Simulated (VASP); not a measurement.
A run of VASP 6.6.1:

Contents of POSCAR:

```
Rb
1.0
    0.0000000000      2.7570120000      2.7570120000
    2.7570120000      0.0000000000      2.7570120000
    2.7570120000      2.7570120000      0.0000000000
Rb
1
Direct
    0.0000000000      0.0000000000      0.0000000000
```

Contents of INCAR.step1:

```
  PREC = Accurate
  ENCUT = 520
  ISMEAR = -5
  SIGMA = 0.1
  LREAL = False
  LASPH = True
  NELM = 80
  NBANDS = 10
  GGA = PE
  ALGO = Normal
  EDIFF = 1E-4
  LWAVE = True
  LCHARG = False
```

File INCAR.step2:

```
  PREC = Accurate
  ENCUT = 520
  EDIFF = 1E-7
  ISMEAR = -5
  SIGMA = 0.1
  LREAL = False
  LASPH = True
  NELM = 80
  ALGO = Normal
  ISIF = 2
  LWAVE = False
  LCHARG = False
  METAGGA = R2SCAN
  LMIXTAU = True
  NBANDS = 10
  ISTART = 1
```

KPOINTS

```
Automatic mesh
0
Gamma
  6 6 6
```

Potentials or basis: VASP PAW PBE potentials, release 64 (Rb_sv).

Launch:

```sh
$ cat potpaw_PBE.64/Rb_sv/POTCAR > POTCAR
$ cp INCAR.step1 INCAR
$ mpirun -np 1 vasp_std > vasp.out
$ cp INCAR.step2 INCAR
$ mpirun -np 1 vasp_std > vasp.out
```

Hardware: 1 thread of Intel(R) Xeon(R) 6975P-C (Granite Rapids) (shared host).

Task: How long does it take, and how much memory?

Result: It took 28 s on 1 thread of Intel(R) Xeon(R) 6975P-C (Granite Rapids) (shared host), peak memory 0.16 GiB. Counts: scf iterations 16, k points 16.
